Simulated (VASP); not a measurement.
The system is TaN.

```xyz
2
Lattice="2.9399 0.0000 0.0000 -1.4700 2.5461 0.0000 0.0000 0.0000 2.8902" Properties=species:S:1:pos:R:3 pbc="T T T"
Ta    0.0000    0.0000    1.4451
N     1.4700    0.8487    0.0000
```

The cell comes from a database or a generator and needn't be the stable form of this composition.

```yaml
Program: VASP 6.6.1
Task: relaxation of cell and atoms
Functional: LDA
Potentials_or_basis: VASP PAW LDA potentials, release 64 (Ta_pv, N)
Cutoff: 600 eV
k_mesh: 18 × 18 × 14
Occupations: gaussian, width 0.1 eV
Spin: no spin polarisation
```

At the start: pressure -11.2 GPa; volume 10.82 Å³/atom.

Question: How do energy, volume and symmetry change on relaxing?

Answer: Over 7 steps the energy falls by 12.0 meV/atom and the volume is 10.49 Å³/atom (-3.1 %); space group P-6m2 (No. 187, to 0.05 Å).

Step by step:
| step | energy change (eV) | largest force (eV/Å) | pressure (GPa) | volume (Å³) |
| --- | --- | --- | --- | --- |
| 1 | 0.0000 | 0.0000 | -11.18 | 21.63 |
| 2 | 0.1503 | 0.0000 | 36.60 | 19.35 |
| 3 | -0.0241 | 0.0000 | -0.40 | 20.99 |
| 4 | -0.0241 | 0.0000 | -0.08 | 20.97 |
| 5 | -0.0241 | 0.0000 | 0.17 | 20.96 |
| 6 | -0.0241 | 0.0000 | -0.35 | 20.99 |
| 7 | -0.0241 | 0.0000 | -0.04 | 20.97 |

Final structure:
```yaml
crystal:
  lattice:
    - [2.91168, 0.00000, 0.00000]
    - [-1.45584, 2.52159, 0.00000]
    - [0.00000, 0.00000, 2.85623]
  atoms:
    - { symbol: Ta, position: [0.00000, 0.00000, 0.50000] }
    - { symbol: N, position: [0.66667, 0.33333, 0.00000] }
```
